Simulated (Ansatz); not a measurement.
Crystal: NaCl.

```
CELL_PARAMETERS angstrom
0.00000 2.79406 2.79406
2.79406 0.00000 2.79406
2.79406 2.79406 0.00000
ATOMIC_POSITIONS crystal
Cl 0.50000 0.50000 0.50000
Na 0.00000 0.00000 0.00000
```

The cell is a database's computed one.

Program: Ansatz 0.2.0. Alike in all runs: potentials or basis Ansatz PAW; no spin polarisation; cell as given; cutoff (eV) 420.

Order these runs on this cell by their band gap on the k mesh, lowest first.
A. level HSE03; k mesh 4 × 4 × 4; smearing fermi-dirac 0.05 eV; points for each segment of the path 4; mesh quality coarse
B. level PBE; k mesh 8 × 8 × 8; smearing gaussian 0.05 eV; mesh quality not flagged
C. level PBEsol; k mesh 8 × 8 × 8; smearing gaussian 0.02 eV; mesh quality not flagged

C (5.04 eV), B (5.22 eV), A (6.36 eV).

Caveats: some runs use coarse meshes.
